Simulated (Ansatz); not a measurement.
# PbS: the cost of one run

Program: the Python package of Ansatz 0.2.0. Level of theory: DFT r2SCAN, plane waves, PAW. These are calculated values, not measurements.

## (1) The system

Symmetry: R3m, No. 160, trigonal system. Conventional cell: a = 4.225 Å, b = 4.225 Å, c = 10.356 Å, α = 90.00°, β = 90.00°, γ = 120.00°. Pb (site symmetry 3m) has 6 S at 2.96 to 3.02 Å as nearest neighbours. S (site symmetry 3m) has 6 Pb at 2.96 to 3.02 Å as nearest neighbours.

The script holds or builds the structure itself.

## (2) The script

The input, eos_pbs.py:

```python
import ansatz
from ase.eos import EquationOfState
from ase.units import GPa
import numpy as np

vectors0 = np.array([
    [2.112662, 1.219746, 3.451916],
    [-2.112662, 1.219746, 3.451916],
    [0.0, -2.439492, 3.451916],
])
sites = [
    ("Pb", (0.980566, 0.980566, 0.980566)),
    ("S", (0.475036, 0.475036, 0.475036)),
]


def make_crystal(cell):
    crystal = ansatz.Crystal(lattice=ansatz.Lattice.of(cell))
    for symbol, position in sites:
        crystal = crystal.atom(symbol, position)
    return crystal

volumes, energies = [], []
for scale in np.linspace(0.9, 1.1, 9):
    cell = vectors0 * scale ** (1 / 3)
    calc = (
        make_crystal(cell).calculation()
        .functional("r2SCAN")
        .pseudopotentials("paw")
        .basis(17 * ansatz.Ha)
        .occupations("fixed")
        .scf(extra_bands=6)
        .kpoints(6, 6, 6)
    )
    summary = calc.run(threads=1).report
    volumes.append(abs(np.linalg.det(cell)) / len(sites))
    energies.append(summary["free_energy_ev"] / len(sites))
    print(f"V = {volumes[-1]:8.4f} A^3/atom  F = {energies[-1]:.5f} eV/atom")

eos = EquationOfState(volumes, energies, eos="vinet")
v0, e0, bulk = eos.fit()
print(f"V0 = {v0:.4f} A^3/atom, E0 = {e0:.5f} eV/atom, B = {bulk / GPa:.1f} GPa")
eos.plot("eos.png")
```

## (3) What the engine is handed

The engine receives this input (first run):

```yaml
crystal:
  lattice:
    - [2.039752734259699, 1.1776518149151785, 3.332788254550327]
    - [-2.039752734259699, 1.1776518149151785, 3.332788254550327]
    - [0.0, -2.355303629830357, 3.332788254550327]
  atoms:
    - { symbol: Pb, position: [0.980566, 0.980566, 0.980566] }
    - { symbol: S, position: [0.475036, 0.475036, 0.475036] }
basis:
  ecutwfc: 462.593566181796
kpoints:
  mp_grid:
    grid: [6, 6, 6]
hamiltonian:
  xc: r2scan
  pseudopotentials:
    kind: paw
scf:
  n_extra_bands: 6
  occupations:
    method: fixed
```

## (4) Launch

The run is started by

```console
$ python eos_pbs.py
```

**Question.** How long does this script take on 1 thread of Arm Neoverse V1, shared host, and how much memory does it need?

About 48 s, with a peak of 0.45 GiB.
